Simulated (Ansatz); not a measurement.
Input of an Ansatz 0.2.0 run:

The input input.yaml:

```yaml
crystal:
  lattice:
    - [3.18, 0.0, 0.0]
    - [-1.59, 2.753960784, 0.0]
    - [0.0, 0.0, 5.166]
  atoms:
    - { symbol: Ga, position: [0.6666666667, 0.3333333333, 0.5] }
    - { symbol: Ga, position: [0.3333333333, 0.6666666667, 0.0] }
    - { symbol: "N", position: [0.6666666667, 0.3333333333, 0.875] }
    - { symbol: "N", position: [0.3333333333, 0.6666666667, 0.375] }
hamiltonian:
  xc: lda
  pseudopotentials: { kind: paw }
kpoints:
  mp_grid: { grid: [10, 10, 5] }
  band_path:
    path:
      - [[0.0, 0.0, 0.0], [0.5, 0.0, 0.0], [0.3333333333, 0.3333333333, 0.0], [0.0, 0.0, 0.0], [0.0, 0.0, 0.5], [0.5, 0.0, 0.5], [0.3333333333, 0.3333333333, 0.5], [0.0, 0.0, 0.5]]
      - [[0.5, 0.0, 0.5], [0.5, 0.0, 0.0]]
      - [[0.3333333333, 0.3333333333, 0.0], [0.3333333333, 0.3333333333, 0.5]]
    npoints: 14
scf:
  occupations: { method: fermi_dirac, width: 0.05 }
  n_extra_bands: 10
output:
  forces: true
  stress: true
  eigenvalues: true
  fatbands: false
  write_density: true
  write_potential: true
  elf: true
  volumetric_format: npy
```

Potentials or basis: Ansatz PAW.

The run is started by

```sh
$ ansatz run input.yaml --threads 2 --pin off --max-ram 5632MiB --backend cpu --events-out ev --progress --plain --runs-dir out
```

Problem. Predict the band gap on the k mesh.

Solution. 1.97 eV, direct.

Problem. Predict the pressure.

Solution. -4.5 GPa.

Problem. Estimate the band gap along the path.

Solution. 1.97 eV, direct.

Problem. Predict the largest force.

Solution. 0.126 eV/Å.

Stress tensor (GPa, compression positive):
```
-5.17  0.00  0.00
 0.00 -5.17  0.00
 0.00  0.00 -3.04
```

Caveat: the pressure holds a Pulay correction of +0.6 GPa for the finite cutoff; the PAW data sets come from PBE, with cores solved anew for the run's functional, which leaves a small shift of forces and pressure.

**Experimental background.**

“Studying electronic properties in GaN without electrical contacts using γ-γ vs e−-γ Perturbed Angular Correlations”, 2019, pmc:6823545 quotes, for a bulk crystal of GaN: band gap 3.503 ± 0.005 eV (direct).

A measured gap of GaN is 3.503 eV (direct; quoted in “Studying electronic properties in GaN without electrical contacts using γ-γ vs e−-γ Perturbed Angular Correlations”, 2019, pmc:6823545); the calculated 1.97 eV misses it by -1.53 eV. Spin-orbit coupling on Ga is left out. The value is that of LDA, without temperature or zero-point motion. Semilocal functionals fall short of measured gaps as a rule.
